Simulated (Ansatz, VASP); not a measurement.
This is a calculation of Pd for VASP 6.6.1.

The input INCAR:

```
ALGO = Normal
EDIFF = 1E-6
ENCUT = 520
GGA = PE
ISIF = 2
ISMEAR = 0
LASPH = T
LCHARG = F
LREAL = F
LWAVE = F
NBANDS = 11
NELM = 80
PREC = Accurate
SIGMA = 0.011
```

File KPOINTS:

```
k-points
0
Gamma
  12 12 12
```

File POSCAR:

```
Pd
1.0
    0.0000000000      1.9465000000      1.9465000000
    1.9465000000      0.0000000000      1.9465000000
    1.9465000000      1.9465000000      0.0000000000
Pd
1
Direct
    0.0000000000      0.0000000000      0.0000000000
```

Potentials or basis: VASP PAW PBE potentials, release 64 (Pd).

The run is started by

```bash
$ cat potpaw_PBE.64/Pd/POTCAR > POTCAR
$ mpirun -np 1 vasp_std > vasp.out
```

Task: Set up the same calculation for Ansatz 0.2.0. Potentials there: all-electron LAPW, scalar-relativistic.

Result: As run (the cutoff follows the program's own potentials):

Contents of input.yaml:

```yaml
crystal:
  lattice:
    - [0.0, 1.9465, 1.9465]
    - [1.9465, 0.0, 1.9465]
    - [1.9465, 1.9465, 0.0]
  atoms:
    - { symbol: Pd, position: [0.0, 0.0, 0.0] }
kpoints:
  mp_grid: { grid: [12, 12, 12] }
scf:
  occupations: { method: gaussian, width: 0.011 }
hamiltonian:
  xc: pbe
  pseudopotentials: { kind: all_electron, lapw: { basis_error: 0.001 } }
output:
  forces: true
  stress: true
  eigenvalues: true
```

Potentials or basis: all-electron LAPW, scalar-relativistic.

Launch:

```sh
$ ansatz run input.yaml --threads 1 --pin off --max-ram 3072MiB --backend cpu --events-out ev --progress --plain --runs-dir out
```

Both were run:

|  | VASP | Ansatz | Ansatz less VASP |
| --- | --- | --- | --- |
| gap on the k mesh at the Fermi level (eV) | none | none | - |
| pressure (GPa) | 6.6 | 6.8 | +0.22 |

A gap of «none» marks a metal or a gap that the smearing closes. Ansatz ran all-electron here, so the differences hold the error of VASP's frozen core and of both bases.
